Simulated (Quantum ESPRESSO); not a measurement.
# SnO2: band structure with PBEsol

SnO2:

```
Sn O
1.0
     5.17526    0.00000    0.00000
     0.00000    5.17526    0.00000
     0.00000    0.00000    5.17526
Sn O
4 8
Direct
  0.00000 0.00000 0.00000
  0.50000 0.00000 0.50000
  0.50000 0.50000 0.00000
  0.00000 0.50000 0.50000
  0.66110 0.83890 0.16110
  0.83890 0.16110 0.66110
  0.16110 0.66110 0.83890
  0.33890 0.33890 0.33890
  0.66110 0.66110 0.66110
  0.83890 0.33890 0.16110
  0.16110 0.83890 0.33890
  0.33890 0.16110 0.83890
```

Measurements of this composition are mostly on another form, of space group No. 136.

```
Program             : Quantum ESPRESSO 7.5
Task                : band structure
Functional          : PBEsol
Potentials or basis : GBRV 1.5 PBEsol
Cutoff              : 925 eV
Density cutoff      : 7401 eV
k mesh              : 5 × 5 × 5
Occupations         : fermi-dirac, width 0.05 eV
Spin                : no spin polarisation
Mixing beta         : 0.5
Most SCF iterations : 120
SCF threshold       : 2.4e-09 Ry
```

- Pressure: -7.0 GPa
- Largest force: 0.020 eV/Å
- Band gap on the k mesh: 0.51 eV, indirect (least direct gap 0.56 eV)
- Band gap along the path: 0.50 eV, indirect (least direct gap 0.56 eV)

Forces on the atoms (eV/Å):
```
Sn   0.000  0.000  0.000
Sn   0.000  0.000  0.000
Sn   0.000  0.000  0.000
Sn   0.000  0.000  0.000
O    0.011 -0.011  0.011
O   -0.011  0.011  0.011
O    0.011  0.011 -0.011
O   -0.011 -0.011 -0.011
O    0.011  0.011  0.011
O   -0.011 -0.011  0.011
O    0.011 -0.011 -0.011
O   -0.011  0.011 -0.011
```

Levels at the corners of the path, in eV from the valence-band top:
```tsv
point	band 48	band 49	band 50	band 51	band 52	band 53	band 54	band 55	band 56	band 57
Γ	-0.74	-0.31	-0.06	-0.06	-0.06	0.50	5.65	5.65	5.65	7.23
X	-0.74	-0.45	-0.45	0.00	0.00	3.57	3.57	4.76	4.76	7.59
M	-1.13	-0.31	-0.31	-0.31	-0.31	4.43	4.43	4.43	4.43	7.68
Γ	-0.74	-0.31	-0.06	-0.06	-0.06	0.50	5.65	5.65	5.65	7.23
R	-1.21	-0.63	-0.63	-0.63	-0.63	4.91	4.91	4.91	4.91	7.15
X	-0.74	-0.45	-0.45	0.00	0.00	3.57	3.57	4.76	4.76	7.59
M	-1.13	-0.31	-0.31	-0.31	-0.31	4.43	4.43	4.43	4.43	7.68
R	-1.21	-0.63	-0.63	-0.63	-0.63	4.91	4.91	4.91	4.91	7.15
```

Wall time 12 min on 2 MPI ranks on Arm Neoverse V1, with other jobs on the host, peak memory 1 GiB a rank.

Caveat: some levels on the path didn't converge; spin-orbit coupling is left out, which moves the levels of the heavy elements. As with any semilocal functional, this PBEsol gap is likely too small.
